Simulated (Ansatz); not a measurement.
**Y in Ansatz: the effect of functional**

The system is Y.

```xyz
2
Lattice="3.6716 0.0000 0.0000 -1.8358 3.1797 0.0000 0.0000 0.0000 5.7686" Properties=species:S:1:pos:R:3 pbc="T T T"
Y     1.8358    1.0599    4.3264
Y     0.0000    2.1198    1.4421
```

The cell isn't the ideal one: volume scaled by 1.02.

Alike in all runs:

- Program: Ansatz 0.2.0
- Task: single point
- Potentials or basis: Ansatz PAW
- k mesh: 8 × 8 × 5
- Occupations: fermi-dirac, width 0.05 eV
- Spin: no spin polarisation

```csv
functional,cutoff,pressure (GPa)
LDA,420 eV (not typed: the program's choice for these potentials),-4.4
r2SCAN,500 eV (not typed: the program's choice for these potentials),-0.1
PBE,420 eV (not typed: the program's choice for these potentials),?
```

**Question.** What does the run with functional PBE give?

**Answer.** Pressure -0.9 GPa.

Caveats: the PAW data sets come from PBE, with cores solved anew for the run's functional, which leaves a small shift of forces and pressure (some runs).
